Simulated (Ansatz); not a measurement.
# W/GaN/HfC: predicting the conductance of a thicker barrier

**Method.** Ansatz 0.2.0, plane waves with PAW datasets, PBE. Interfaces are relaxed in a short slab (with D3(BJ) where the barrier is layered), set between ideal electrode layers that go on as semi-infinite leads, and the zero-bias conductance G at 300 K comes from T(E) on a typed mesh. The error is the largest of the program's estimates from energy step, mesh, the leads' potential steps and neutrality; its separate bound for narrow resonances between the energies solved isn't counted and can be far larger. The lower electrode is W (bcc 001), the upper HfC (rock salt 001) and the barrier GaN (zinc blende 001), on a net of side 3.17 Å; d is the distance between the electrodes' last planes.

The runs shown:

```
planes in the barrier  d (Å)  G (S/m²)  error (%)  lead step (meV)
                    5   8.48   1.80e12         73               68
                    7  10.79   1.11e12         80               68
```

Task: A further run has 9 planes, d = 13.10 Å. Fit G ∝ exp(−βd) to the rows shown and predict its conductance.

**Worked fit.** Through two points, β = ln(1.80e12 / 1.11e12) / (10.79 − 8.48) = 0.48 / 2.31 = 0.209 Å⁻¹. From the last point shown, G = 1.11e12 × exp(−0.209 × 2.31) = 6.87e11 S/m².

What the calculation gave: The run gave 7.66e11 S/m², with an error estimate of 77 % and a lead step of 68 meV. The prediction is 0.897 times that, too low by 10 %. That lies within the runs' own error estimates, carried through the fit.

**Limits.** The interfaces are ideal, one cell wide, strained to a common net and relaxed from one registry with their symmetry kept. PBE's gaps are too small, so true decay constants are likely larger where the Fermi level lies deep in a gap. No spin-orbit coupling, phonons, disorder or image charges enter. The rows shown are chosen by tests on error estimates (under 100 to 120 %), lead steps (under 150 meV, though the program warns over 25), intact interfaces and, for fits, a steady trend in the rows shown; the data set holds 414 series of this kind, and not all pass.

[Logs are printed without paths, hosts, clocks, repeated set-up lines and the standing remarks that a program may print on its own settings, such as how far it seeks lower states.]
